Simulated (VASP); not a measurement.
# Y: intraband terms of a metal's spectrum

Y, R-3m (no. 166), 3 atoms in the cell. PBE, independent-particle dielectric function; PAW potentials Y_sv (PBE set).

## Input

INCAR.step1:
```
PREC = Accurate ; ENCUT = 240
ISMEAR = 1 ; SIGMA = 0.1
EDIFF = 1E-7 ; LASPH = T
KPAR = 4 ; LWAVE = F
LCHARG = T ; LMAXMIX = 4
```

INCAR.step2:
```
PREC = Accurate ; ENCUT = 240
ISMEAR = 0 ; SIGMA = 0.3
EDIFF = 1E-6 ; LASPH = T
KPAR = 4 ; LWAVE = T
LCHARG = F ; LMAXMIX = 4
ICHARG = 11 ; NBANDS = 38
NEDOS = 3000 ; OMEGAMAX = 30
CSHIFT = 0.1
```

INCAR.step3, as INCAR.step2 but for:
```
- LWAVE = T
+ LWAVE = F
+ LOPTICS = T
+ ALGO = None
+ NELM = 1
+ ISTART = 1
```

INCAR.step4, as INCAR.step3 but for:
```
+ WPLASMAI = 0.03
```

INCAR.step5 to INCAR.step6 change the same tag again: WPLASMAI = 0.1, 0.3.

INCAR.step7, as INCAR.step6 but for:
```
- WPLASMAI = 0.3
+ RTIME = 40
```

INCAR.step8, as INCAR.step7 but for:
```
- RTIME = 40
+ RTIME = 20
```

INCAR.step9, as INCAR.step8 but for:
```
- RTIME = 20
+ LNABLA = T
```

INCAR.step10, as INCAR.step9 but for:
```
- ISMEAR = 0
- LNABLA = T
+ ISMEAR = -5
```

KPOINTS.step1:
```
k-points
0
Gamma
  9 9 9
```

KPOINTS.step2:
```
k-points
0
Gamma
  10 10 10
```

POSCAR:
```
Y
1.0
    1.8253862983      1.0538872707      8.7249510165
   -1.8253862983      1.0538872707      8.7249510165
    0.0000000000     -2.1077745414      8.7249510165
Y
3
Direct
    0.7788755500      0.7788755500      0.7788755500
    0.2211244500      0.2211244500      0.2211244500
    0.0000000000      0.0000000000      0.0000000000
```

Commands (each step's output is kept before the next begins):
```
cat potpaw_PBE.64/Y_sv/POTCAR > POTCAR
cp INCAR.step1 INCAR
cp KPOINTS.step1 KPOINTS
mpirun -np 4 vasp_std > vasp.out
cp INCAR.step2 INCAR
cp KPOINTS.step2 KPOINTS
mpirun -np 4 vasp_std > vasp.out
cp INCAR.step3 INCAR
mpirun -np 4 vasp_std > vasp.out
cp INCAR.step4 INCAR
mpirun -np 4 vasp_std > vasp.out
cp INCAR.step5 INCAR
mpirun -np 4 vasp_std > vasp.out
cp INCAR.step6 INCAR
mpirun -np 4 vasp_std > vasp.out
cp INCAR.step7 INCAR
mpirun -np 4 vasp_std > vasp.out
cp INCAR.step8 INCAR
mpirun -np 4 vasp_std > vasp.out
cp INCAR.step9 INCAR
mpirun -np 4 vasp_std > vasp.out
cp INCAR.step10 INCAR
mpirun -np 4 vasp_std > vasp.out
```

## Result

- Bands: 38

One ground state, settings moved in the last step alone:

| Settings | Plasma frequency (eV) | Im ε at 0.5 eV | Im ε at 1 eV | Im ε at 2 eV | Im ε at 4 eV | Time (s) |
|---|---|---|---|---|---|---|
| interband part alone | 3.02 | 42.9 | 28.7 | 17.8 | 4.4 | 33 |
| Drude term, WPLASMAI 0.03 | 3.02 | 45.1 | 29.0 | 17.9 | 4.4 | 32 |
| Drude term, WPLASMAI 0.1 | 3.02 | 50.0 | 29.6 | 17.9 | 4.4 | 40 |
| Drude term, WPLASMAI 0.3 | 3.02 | 59.1 | 31.2 | 18.2 | 4.5 | 37 |
| relaxation time RTIME 40 fs | 3.02 | 44.1 | 28.9 | 17.8 | 4.4 | 27 |
| relaxation time RTIME 20 fs | 3.02 | 45.3 | 29.0 | 17.9 | 4.4 | 29 |
| transversal form (LNABLA) | 3.02 | 42.7 | 28.6 | 17.7 | 4.4 | 29 |
| tetrahedron method | – | – | – | – | – | no result |

VASP 6.6.1 took 453 s on 4 cores (Intel Xeon Platinum 8259CL @ 2.50GHz (Skylake/Cascade Lake)), a shared host.
